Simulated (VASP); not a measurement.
Input of a VASP 6.6.1 run:

Contents of INCAR:

```
SYSTEM = Pd
PREC     = Accurate       ! precision mode
ENCUT    = 520            ! plane-wave cutoff, eV
EDIFF    = 1E-6           ! SCF threshold, eV
ISMEAR   = 0              ! smearing method
SIGMA    = 0.1            ! smearing width, eV
LREAL    = .False.        ! projectors in reciprocal space
LASPH    = .True.         ! aspherical terms in the spheres
NELM     = 80             ! most SCF steps
ALGO     = Normal         ! electronic algorithm
ISIF     = 2              ! what is computed and relaxed
LWAVE    = .False.        ! write WAVECAR
LCHARG   = .False.        ! write CHGCAR
GGA      = PE             ! functional
NBANDS   = 11             ! bands
```

File KPOINTS:

```
Automatic mesh
0
Gamma
  15 15 15
  0 0 0
```

Contents of POSCAR:

```
Pd
1.0
   -1.6292604634      1.6292604634      1.5978148434
    1.6607060834     -1.6607060834      1.6607060834
    1.5978148434      1.6292604634     -1.6292604634
Pd
1
Direct
    0.0000000000      0.0000000000      0.0000000000
```

Potentials or basis: VASP PAW PBE potentials, release 64 (Pd).

Launch:

```bash
$ cat potpaw_PBE.64/Pd/POTCAR > POTCAR
$ mpirun -np 1 vasp_std > vasp.out
```

Predict the pressure.

-13.7 GPa.

Estimate the band gap on the k mesh.

none (metal or under the smearing width).

Stress tensor (GPa, compression positive):
```
-13.65   0.91  -0.91
  0.91 -13.65   0.91
 -0.91   0.91 -13.65
```
